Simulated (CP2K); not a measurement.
# W (Im-3m) in CP2K: reference runs, part 2 of 2

CP2K 2026.2. Earlier steps stand in the parts before.

## 3. Single point, PBE (cell strained at random at fixed volume)

The input, w_scf.inp:

```
&GLOBAL
  PROJECT w_scf
  RUN_TYPE ENERGY_FORCE
  PRINT_LEVEL LOW
&END GLOBAL
&FORCE_EVAL
  METHOD QS
  STRESS_TENSOR ANALYTICAL
  &DFT
    BASIS_SET_FILE_NAME BASIS_MOLOPT_UZH
    POTENTIAL_FILE_NAME POTENTIAL_UZH
    &MGRID
      CUTOFF 450
      REL_CUTOFF 60
      NGRIDS 4
    &END MGRID
    &QS
      METHOD GPW
      EPS_DEFAULT 1.0E-10
    &END QS
    &KPOINTS
      SCHEME MONKHORST-PACK 12 12 12
      GAMMA_CENTERED T
      SYMMETRY T
      SYMMETRY_BACKEND SPGLIB
    &END KPOINTS
    &SCF
      SCF_GUESS ATOMIC
      EPS_SCF 1.0E-6
      MAX_SCF 100
      ADDED_MOS 11
      CHOLESKY OFF
      EPS_EIGVAL 1.0E-7
      &DIAGONALIZATION ON
        ALGORITHM STANDARD
      &END DIAGONALIZATION
      &MIXING ON
        METHOD BROYDEN_MIXING
        ALPHA 0.4
        BETA 1.5
        NBUFFER 8
      &END MIXING
      &SMEAR ON
        METHOD FERMI_DIRAC
        ELECTRONIC_TEMPERATURE [K] 580.226
      &END SMEAR
    &END SCF
    &XC
      &XC_FUNCTIONAL
        &GGA_X_PBE
        &END GGA_X_PBE
        &GGA_C_PBE
        &END GGA_C_PBE
      &END XC_FUNCTIONAL
    &END XC
    &PRINT
      &KPOINTS ON
      &END KPOINTS
      &MULLIKEN ON
      &END MULLIKEN
      &MO ON
        ENERGIES T
        OCCUPATION_NUMBERS T
        &EACH
          QS_SCF 0
        &END EACH
        ADD_LAST NUMERIC
      &END MO
      &LOWDIN ON
      &END LOWDIN
      &HIRSHFELD ON
        SHAPE_FUNCTION DENSITY
      &END HIRSHFELD
      &E_DENSITY_CUBE ON
        STRIDE 1
      &END E_DENSITY_CUBE
      &V_HARTREE_CUBE ON
        STRIDE 1
      &END V_HARTREE_CUBE
      &ELF_CUBE ON
        STRIDE 1
      &END ELF_CUBE
    &END PRINT
  &END DFT
  &SUBSYS
    &CELL
      A 2.7667893245 0.0000000000 0.0000000000
      B -0.8433891860 2.5817182557 0.0000000000
      C -0.8808057625 -1.2325060845 2.2185980284
      PERIODIC XYZ
    &END CELL
    &COORD
      W   0.0035123964 -0.0084273866 0.0509678525
    &END COORD
    &KIND W
      BASIS_SET TZVP-MOLOPT-PBE-GTH-q14
      POTENTIAL GTH-PBE-q14
    &END KIND
    &PRINT
      &ATOMIC_COORDINATES ON
      &END ATOMIC_COORDINATES
      &CELL ON
      &END CELL
      &SYMMETRY ON
      &END SYMMETRY
    &END PRINT
  &END SUBSYS
  &PRINT
    &FORCES ON
    &END FORCES
    &STRESS_TENSOR ON
    &END STRESS_TENSOR
  &END PRINT
&END FORCE_EVAL
```

Potentials or basis: POTENTIAL_UZH W GTH-PBE-q14; TZVP-MOLOPT-PBE-GTH basis.

On the command line:

```bash
OMP_NUM_THREADS=1 cp2k.psmp -i w_scf.inp -o w_scf.out
```

w_scf.out:

```text

 CP2K| version string:                                       CP2K version 2026.2
 CP2K| Input file name                                                 w_scf.inp

 GLOBAL| Force Environment number                                              1
 GLOBAL| Basis set file name                                    BASIS_MOLOPT_UZH
 GLOBAL| Potential file name                                       POTENTIAL_UZH
 GLOBAL| MM Potential file name                                     MM_POTENTIAL
 GLOBAL| Coordinate file name                                      __STD_INPUT__
 GLOBAL| Method name                                                        CP2K
 GLOBAL| Project name                                                      w_scf
 GLOBAL| Run type                                                   ENERGY_FORCE
 GLOBAL| FFT library                                                       FFTW3
 GLOBAL| Diagonalization library                                       ScaLAPACK
 GLOBAL| Cholesky decomposition library                                ScaLAPACK
 GLOBAL| DGEMM library                                                      BLAS
 GLOBAL| Direct generalized diagonalization requested                          F
 GLOBAL| Matrix multiplication library                                 ScaLAPACK
 GLOBAL| Global print level                                                  LOW
 GLOBAL| Total number of message passing processes                             1
 GLOBAL| Number of threads for this process                                    1
 GLOBAL| CPU model name                                                  UNKNOWN

 CELL| Volume [angstrom^3]:                                            15.847602
 CELL| Vector a [angstrom]:       2.767     0.000     0.000   |a| =     2.766789
[... 527 lines left out ...]
 # Total charge                             14.000000                 -0.000000

 !-----------------------------------------------------------------------------!

 !-----------------------------------------------------------------------------!
                           Hirshfeld Charges

  #Atom  Element  Kind  Ref Charge     Population                    Net charge
      1       W      1      14.000         14.000                        -0.000

  Total Charge                                                           -0.000
 !-----------------------------------------------------------------------------!

 LOWDIN POPULATION ANALYSIS

 #  Atom  Element  Kind  Atomic population                           Net charge
       1     W        1         14.000000                             -0.000000
 # Total charge                             14.000000                 -0.000000

               ----- ELF is computed on the real space grid -----

 ELF is written in Cube    file format to the file:

 w_scf-ELF_S1-1_0.cube

 ENERGY| Total FORCE_EVAL ( QS ) energy [hartree]            -68.151547379100748

 FORCES| Atomic forces [hartree/bohr]
 FORCES|   Atom     x               y               z               |f|
 FORCES|      1  2.28713930E-06  2.41915683E-06 -4.19629968E-07   3.35550521E-06
 FORCES| Sum     2.28713930E-06  2.41915683E-06 -4.19629968E-07
 FORCES| Total atomic force                                       3.35550521E-06

 STRESS| Analytical stress tensor [bar]
 STRESS|                        x                   y                   z
 STRESS|      x        3.13798396723E+03  -4.74565598544E+04  -5.70867121704E+04
 STRESS|      y       -4.74565598544E+04   3.56323367280E+04  -3.02806778526E+04
 STRESS|      z       -5.70867121704E+04  -3.02806778526E+04   7.53421934417E+04
 STRESS| 1/3 Trace                                             3.80375047123E+04
 STRESS| Determinant                                          -4.44324123215E+14

 STRESS| Eigenvectors and eigenvalues of the analytical stress tensor [bar]
 STRESS|                        1                   2                   3
 STRESS| Eigenvalues  -6.09921840194E+04   6.80464939479E+04   1.07058204208E+05
 STRESS|      x           0.751796694213     -0.478666646014     -0.453519539340
 STRESS|      y           0.502897018421      0.861071670482     -0.075167593789
 STRESS|      z           0.426493047344     -0.171562875608      0.888070864448
```

Wall time 3.5 min (1 thread of Arm Neoverse V1, shared host); peak memory 0.36 GiB.

What came out:

```
Free energy            : -1854.4979 eV
Pressure               : 3.8 GPa
Band gap on the k mesh : none (metal or under the smearing width)
```

Stress tensor (GPa, compression positive):
```
 0.31 -4.75 -5.71
-4.75  3.56 -3.03
-5.71 -3.03  7.53
```

Levels at points of the mesh, in eV from the Fermi level:
| k point | band 4 | band 5 | band 6 | band 7 | band 8 | band 9 | band 10 | band 11 |
| --- | --- | --- | --- | --- | --- | --- | --- | --- |
| (0.00, 0.00, 0.00) | -37.74 | -9.54 | -1.51 | -1.36 | -0.61 | 2.20 | 2.64 | 15.02 |
| (0.00, 0.00, 0.50) | -37.83 | -6.19 | -3.72 | 0.84 | 2.56 | 3.41 | 6.22 | 11.44 |
| (0.00, 0.50, 0.00) | -37.79 | -6.22 | -3.54 | 0.56 | 2.31 | 3.46 | 6.08 | 11.03 |
| (0.00, 0.50, 0.50) | -37.86 | -6.18 | -3.17 | 0.95 | 1.70 | 2.77 | 6.52 | 11.59 |
| (0.50, 0.00, 0.00) | -37.75 | -6.26 | -3.42 | 0.23 | 2.29 | 3.50 | 5.91 | 10.51 |
| (0.50, 0.00, 0.50) | -37.83 | -6.19 | -3.45 | 0.84 | 2.08 | 3.19 | 6.31 | 11.48 |
| (0.50, 0.50, 0.00) | -37.82 | -6.20 | -3.74 | 0.84 | 2.58 | 3.43 | 6.29 | 11.36 |
| (0.50, 0.50, 0.50) | -38.66 | -5.80 | -5.74 | 4.73 | 5.33 | 5.77 | 7.65 | 8.35 |

Caveat: the basis of atomic orbitals isn't converged, which shifts pressures, moduli and gaps.
